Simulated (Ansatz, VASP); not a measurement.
This is a calculation of CdS (Greenockite) for VASP 6.6.1. 

INCAR

```
SYSTEM = CdS
  PREC = Accurate
  ENCUT = 520
  EDIFF = 1E-6
  ISMEAR = 0
  SIGMA = 0.012
  LREAL = .FALSE.
  LASPH = .TRUE.
  NELM = 60
  ALGO = Fast
  ISIF = 2
  LWAVE = .FALSE.
  LCHARG = .FALSE.
  GGA = PE
  NBANDS = 26
```

File KPOINTS:

```
regular mesh
0
G
  7 7 4
  0 0 0
```

The input POSCAR:

```
CdS
1.0
    4.1500000000      0.0000000000      0.0000000000
   -2.0750000000      3.5940054257      0.0000000000
    0.0000000000      0.0000000000      6.7370000000
Cd S
2 2
Direct
    0.6666666667      0.3333333333      0.5000000000
    0.3333333333      0.6666666667      0.0000000000
    0.6666666667      0.3333333333      0.8750000000
    0.3333333333      0.6666666667      0.3750000000
```

Potentials or basis: VASP PAW PBE potentials, release 64 (Cd, S).

Run with:

```console
$ cat potpaw_PBE.64/Cd/POTCAR potpaw_PBE.64/S/POTCAR > POTCAR
$ mpirun -np 1 vasp_std > vasp.out
```

Problem. Translate it to Ansatz 0.2.0. Potentials or basis there: Ansatz PAW, cutoff 420 eV.

Solution. As run (cutoffs and basis follow the program's own potentials, and thresholds, step limits or extra output files can differ):

File input.yaml:

```yaml
crystal:
  lattice:
    - [4.15, 0.0, 0.0]
    - [-2.075, 3.5940054257, 0.0]
    - [0.0, 0.0, 6.737]
  atoms:
    - { symbol: Cd, position: [0.6666666667, 0.3333333333, 0.5] }
    - { symbol: Cd, position: [0.3333333333, 0.6666666667, 0.0] }
    - { symbol: S, position: [0.6666666667, 0.3333333333, 0.875] }
    - { symbol: S, position: [0.3333333333, 0.6666666667, 0.375] }
hamiltonian:
  xc: pbe
  pseudopotentials: { kind: paw }
kpoints:
  mp_grid: { grid: [7, 7, 4] }
scf:
  occupations: { method: gaussian, width: 0.012 }
output:
  forces: true
  stress: true
  eigenvalues: true
  write_density: true
  write_potential: true
  elf: true
  volumetric_format: npy
```

Potentials or basis: Ansatz PAW.

Launch:

```bash
$ ansatz run input.yaml --threads 2 --pin off --max-ram 5632MiB --backend cpu --events-out ev --progress --plain --runs-dir out
```

Both were run:

|  | VASP | Ansatz |
| --- | --- | --- |
| Pressure | 2.4 GPa | 2.1 GPa |
| Largest force | 0.069 eV/Å | 0.068 eV/Å |

Ansatz's pressure holds a Pulay term of +0.04 GPa for its cutoff of 420 eV, which the other run lacks.

The potentials hold 36 and 52 valence electrons a cell.

Where Ansatz's input types no cutoff or centring, it takes its own default and a Γ-centred mesh.

Pressure is positive in compression.
